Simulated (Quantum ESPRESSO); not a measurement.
The system is Ge.

```xyz
4
Lattice="3.9976 0.0000 0.0000 -1.9988 3.4620 0.0000 0.0000 0.0000 6.5994" Properties=species:S:1:pos:R:3 pbc="T T T"
Ge    0.0000    2.3080    6.1843
Ge    1.9988    1.1540    2.8846
Ge    0.0000    2.3080    3.7148
Ge    1.9988    1.1540    0.4151
```

This isn't the form of Ge at room conditions, which is diamond.

Base run:

| Property | Result |
| --- | --- |
| Program | Quantum ESPRESSO 7.5 |
| Functional | PBEsol |
| Potentials or basis | GBRV 1.5 PBEsol |
| Cutoff | 612 eV |
| Density cutoff | 4898 eV |
| k mesh | 8 × 8 × 4 |
| Occupations | fermi-dirac, width 0.05 eV |
| Spin | no spin polarisation |

Its results: pressure -0.3 GPa.

The run is repeated on the same cell with these changes: functional from PBEsol to LDA; potentials or basis from GBRV 1.5 PBEsol to GBRV 1.5 LDA. What comes out?

Pressure -2.1 GPa.
